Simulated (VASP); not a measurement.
Write the native input for VASP 6.6.1 that does the following.

| Item | Value |
| --- | --- |
| Task | relaxation of cell and atoms |
| Functional | PBEsol |
| Potentials or basis | VASP PAW PBE potentials, release 64 (Si, C) |
| Cutoff | 600 eV |
| k mesh | 12 × 12 × 12 |
| Occupations | gaussian, width 0.03 eV |
| Spin | no spin polarisation |
| Further INCAR settings | ALGO = Normal; EDIFF = 1e-07; IBRION = 2; EDIFFG = -0.005; NSW = 90; ISIF = 3 |

The structure of SiC lies in POSCAR:

```
SiC                                     
1.0
    0.0000000000      2.0187455331      2.0187455331
    2.0187455331     -0.0000000000      2.0187455331
    2.0187455331      2.0187455331     -0.0000000000
  Si              C             
     1     1
Direct
     0.0000000000000000    0.0000000000000000    1.0000000000000000
     0.5000000000000000    0.5000000000000000    0.5000000000000000
```

The cell was built by a generator and needn't be a form met in nature.

One way to write it, as run:

INCAR

```
PREC = Accurate ; ENCUT = 600
EDIFF = 1E-7 ; ISMEAR = 0
SIGMA = 0.03 ; LREAL = False
LASPH = True ; NELM = 80
ALGO = Normal ; ISIF = 3
LWAVE = False ; LCHARG = False
GGA = PS ; IBRION = 2
NSW = 90 ; EDIFFG = -0.005
```

KPOINTS

```
Automatic mesh
0
Gamma
  12 12 12
```

Potentials or basis: VASP PAW PBE potentials, release 64 (Si, C).

The run is started by

```console
$ cat potpaw_PBE.64/Si/POTCAR potpaw_PBE.64/C/POTCAR > POTCAR
$ mpirun -np 1 vasp_std > vasp.out
```

It gave:

```json
{
  "Relaxed volume": "8.23 Å³/atom",
  "Relaxed cell": "a = 2.856 Å, b = 2.856 Å, c = 2.856 Å, α = 60.00°, β = 60.00°, γ = 60.00°",
  "Space group after relaxing (to 0.05 Å)": "Fm-3m (No. 225)",
  "Energy gained by relaxing": "0.0 meV/atom",
  "Ionic steps": "3",
  "Pressure after relaxing": "0.0 GPa",
  "Band gap on the k mesh": "none (metal or under the smearing width)"
}
```

Caveat: the PAW data sets were made with another functional, which shifts forces and pressure a little.

It took 13 s on 1 thread of Intel(R) Xeon(R) Platinum 8488C (Sapphire Rapids), with other jobs on the host, peak memory 0.13 GiB.
